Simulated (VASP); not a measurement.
Wanted: the native input for a VASP 6.6.1 run.

```
Task                   : single point
Functional             : r2SCAN
Potentials or basis    : VASP PAW PBE potentials, release 64 (Hf_pv)
Cutoff                 : 520 eV
k mesh                 : 12 × 12 × 14
Occupations            : gaussian, width 0.1 eV
Spin                   : no spin polarisation
Further INCAR settings : ALGO = Normal; EDIFF = 1e-06
```

The structure of Hf lies in POSCAR:

```
Hf
1.0
    4.9124200000      0.0000000000      0.0000000000
   -2.4562100000      4.2542800000      0.0000000000
    0.0000000000      0.0000000000      3.0596800000
Hf
3
Direct
    0.6666700000      0.3333300000      0.5000000000
    0.3333300000      0.6666700000      0.5000000000
    0.0000000000      0.0000000000      0.0000000000
```

This isn't the form of Hf at room conditions, which is hcp.

These files were run (other wordings do the same):

INCAR

```
SYSTEM = Hf
  PREC = Accurate
  ENCUT = 520
  EDIFF = 1E-6
  ISMEAR = 0
  SIGMA = 0.1
  LREAL = .FALSE.
  LASPH = .TRUE.
  NELM = 60
  ALGO = Normal
  ISIF = 2
  LWAVE = .FALSE.
  LCHARG = .FALSE.
  METAGGA = R2SCAN
  LMIXTAU = .TRUE.
```

KPOINTS

```
Automatic mesh
0
G
  12 12 14
  0 0 0
```

Potentials or basis: VASP PAW PBE potentials, release 64 (Hf_pv).

Launch:

```console
$ cat potpaw_PBE.64/Hf_pv/POTCAR > POTCAR
$ mpirun -np 1 vasp_std > vasp.out
```

It gave:

The pressure is 3.5 GPa and the band gap on the k mesh is none (metal or under the smearing width).

Caveat: the PAW data sets were made with another functional, which shifts forces and pressure a little.

It took 29 min on 1 thread of AMD EPYC 9R45 (Zen 5), on a shared host, peak memory 0.43 GiB.
